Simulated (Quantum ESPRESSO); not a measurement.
Set up this calculation in Quantum ESPRESSO 7.5, as the native input.

```
Task                : band structure
Functional          : PBE
Potentials or basis : JTH 2.0 PBE
Cutoff              : 490 eV
Density cutoff      : 2939 eV
k mesh              : 7 × 7 × 9
Occupations         : fermi-dirac, width 0.05 eV
Spin                : no spin polarisation
Mixing beta         : 0.5
Most SCF iterations : 120
SCF threshold       : 6e-10 Ry
```

The system is Ti.

```
Ti
1.0
     4.56737    0.00000    0.00000
    -2.28369    3.95546    0.00000
     0.00000    0.00000    2.82624
Ti
3
Direct
  0.66667 0.33333 0.50000
  0.33333 0.66667 0.50000
  0.00000 0.00000 0.00000
```

This isn't the form of Ti at room conditions, which is hcp.

These files were run (other wordings do the same):

pw.in

```
&CONTROL
  calculation = 'scf'
  prefix = 'pwscf'
  outdir = './tmp'
  pseudo_dir = './pseudo'
  tprnfor = .true.
  tstress = .true.
  disk_io = 'low'
/
&SYSTEM
  ibrav = 0
  celldm(1) = 8
  nat = 3
  ntyp = 1
  ecutwfc = 36
  ecutrho = 216
  nbnd = 26
  occupations = 'smearing'
  smearing = 'fd'
  degauss = 0.00367493
/
&ELECTRONS
  conv_thr = 6d-10
  electron_maxstep = 120
  mixing_beta = 0.5
/
ATOMIC_SPECIES
Ti    47.8670 Ti.GGA_PBE-JTH.UPF
CELL_PARAMETERS alat
  1.0788859422929   0.0000000000000   0.0000000000000
 -0.5394429711464   0.9343426338103   0.0000000000000
  0.0000000000000   0.0000000000000   0.6676034539491
ATOMIC_POSITIONS crystal
Ti     0.6666666667    0.3333333333    0.5000000000
Ti     0.3333333333    0.6666666667    0.5000000000
Ti     0.0000000000    0.0000000000    0.0000000000
K_POINTS automatic
7 7 9 0 0 0
```

bands.in

```
&CONTROL
  calculation = 'bands'
  prefix = 'pwscf'
  outdir = './tmp'
  pseudo_dir = './pseudo'
  disk_io = 'low'
  verbosity = 'high'
/
&SYSTEM
  ibrav = 0
  celldm(1) = 8
  nat = 3
  ntyp = 1
  ecutwfc = 36
  ecutrho = 216
  nbnd = 26
  occupations = 'smearing'
  smearing = 'fd'
  degauss = 0.00367493
/
&ELECTRONS
  conv_thr = 1d-08
  electron_maxstep = 120
  mixing_beta = 0.5
  diago_full_acc = .true.
  startingwfc = 'random'
/
ATOMIC_SPECIES
Ti    47.8670 Ti.GGA_PBE-JTH.UPF
CELL_PARAMETERS alat
  1.0788859422929   0.0000000000000   0.0000000000000
 -0.5394429711464   0.9343426338103   0.0000000000000
  0.0000000000000   0.0000000000000   0.6676034539491
ATOMIC_POSITIONS crystal
Ti     0.6666666667    0.3333333333    0.5000000000
Ti     0.3333333333    0.6666666667    0.5000000000
Ti     0.0000000000    0.0000000000    0.0000000000
K_POINTS crystal
60
 0.0000000000  0.0000000000  0.0000000000 1
 0.1000000000  0.0000000000  0.0000000000 1
 0.2000000000  0.0000000000  0.0000000000 1
 0.3000000000  0.0000000000  0.0000000000 1
 0.4000000000  0.0000000000  0.0000000000 1
 0.5000000000  0.0000000000  0.0000000000 1
 0.4444444444  0.1111111111  0.0000000000 1
 0.3888888889  0.2222222222  0.0000000000 1
 0.3333333333  0.3333333333  0.0000000000 1
 0.2777777778  0.2777777778  0.0000000000 1
 0.2222222222  0.2222222222  0.0000000000 1
 0.1666666667  0.1666666667  0.0000000000 1
 0.1111111111  0.1111111111  0.0000000000 1
 0.0555555556  0.0555555556  0.0000000000 1
 0.0000000000  0.0000000000  0.0000000000 1
 0.0000000000  0.0000000000  0.0625000000 1
 0.0000000000  0.0000000000  0.1250000000 1
 0.0000000000  0.0000000000  0.1875000000 1
 0.0000000000  0.0000000000  0.2500000000 1
 0.0000000000  0.0000000000  0.3125000000 1
 0.0000000000  0.0000000000  0.3750000000 1
 0.0000000000  0.0000000000  0.4375000000 1
 0.0000000000  0.0000000000  0.5000000000 1
 0.0833333333  0.0000000000  0.5000000000 1
 0.1666666667  0.0000000000  0.5000000000 1
 0.2500000000  0.0000000000  0.5000000000 1
 0.3333333333  0.0000000000  0.5000000000 1
 0.4166666667  0.0000000000  0.5000000000 1
 0.5000000000  0.0000000000  0.5000000000 1
 0.4444444444  0.1111111111  0.5000000000 1
 0.3888888889  0.2222222222  0.5000000000 1
 0.3333333333  0.3333333333  0.5000000000 1
 0.2857142857  0.2857142857  0.5000000000 1
 0.2380952381  0.2380952381  0.5000000000 1
 0.1904761905  0.1904761905  0.5000000000 1
 0.1428571429  0.1428571429  0.5000000000 1
 0.0952380952  0.0952380952  0.5000000000 1
 0.0476190476  0.0476190476  0.5000000000 1
 0.0000000000  0.0000000000  0.5000000000 1
 0.5000000000  0.0000000000  0.5000000000 1
 0.5000000000  0.0000000000  0.4444444444 1
 0.5000000000  0.0000000000  0.3888888889 1
 0.5000000000  0.0000000000  0.3333333333 1
 0.5000000000  0.0000000000  0.2777777778 1
 0.5000000000  0.0000000000  0.2222222222 1
 0.5000000000  0.0000000000  0.1666666667 1
 0.5000000000  0.0000000000  0.1111111111 1
 0.5000000000  0.0000000000  0.0555555556 1
 0.5000000000  0.0000000000  0.0000000000 1
 0.3333333333  0.3333333333  0.0000000000 1
 0.3333333333  0.3333333333  0.0500000000 1
 0.3333333333  0.3333333333  0.1000000000 1
 0.3333333333  0.3333333333  0.1500000000 1
 0.3333333333  0.3333333333  0.2000000000 1
 0.3333333333  0.3333333333  0.2500000000 1
 0.3333333333  0.3333333333  0.3000000000 1
 0.3333333333  0.3333333333  0.3500000000 1
 0.3333333333  0.3333333333  0.4000000000 1
 0.3333333333  0.3333333333  0.4500000000 1
 0.3333333333  0.3333333333  0.5000000000 1
```

Potentials or basis: JTH 2.0 PBE.

Launch:

```bash
$ OMP_NUM_THREADS=1 pw.x -in pw.in > pw.out
$ OMP_NUM_THREADS=1 pw.x -in bands.in > bands.out
```

It gave:

The pressure is 1.3 GPa. The band gap on the k mesh is none (metal or under the smearing width).

Caveat: the cutoff is low for these files, which shifts pressure and relaxed volume; some levels on the path didn't converge.

Run time: 110 s on 1 thread of Arm Neoverse V1 (shared host), peak memory 0.11 GiB.
